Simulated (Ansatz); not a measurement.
The system is SnO2.

```
Sn O
1.0
    -3.24890    3.41447    3.41402
     3.24890   -3.41447    3.41402
     3.24890    3.41447   -3.41402
Sn O
4 8
Direct
  0.50000 0.00000 0.00000
  0.50000 0.50000 0.50000
  0.00360 0.75360 0.25000
  0.99640 0.24640 0.75000
  0.80650 0.80377 0.49728
  0.80650 0.30922 0.00272
  0.30244 0.24594 0.05649
  0.68944 0.24594 0.44350
  0.31056 0.75406 0.55649
  0.19350 0.69078 0.99728
  0.69756 0.75406 0.94351
  0.19350 0.19623 0.50272
```

The cell is a database's computed one.

Base run:

```yaml
Program: Ansatz 0.2.0
Functional: LDA
Potentials_or_basis: Ansatz PAW
Cutoff: 420 eV
Density_cutoff: 1680 eV
k_mesh: 5 × 5 × 5
Occupations: fermi-dirac, width 0.05 eV
Spin: no spin polarisation
```

Its results: band gap on the k mesh 0.48 eV; pressure -11.5 GPa; largest force 0.146 eV/Å.

Q: The run is repeated on the same cell with these changes: functional from LDA to BLYP. What comes out?

A: Band gap on the k mesh 0.65 eV; pressure 4.3 GPa; largest force 0.064 eV/Å.

BLYP binds less tightly than LDA, so the same cell stands under more pressure.

Caveats: spin-orbit coupling is left out, which moves the levels of the heavy elements; the PAW data sets come from PBE, with cores solved anew for the run's functional, which leaves a small shift of forces and pressure; the potentials were made for another functional, which shifts forces and pressure (some runs).

Not every run made on this cell is shown here.
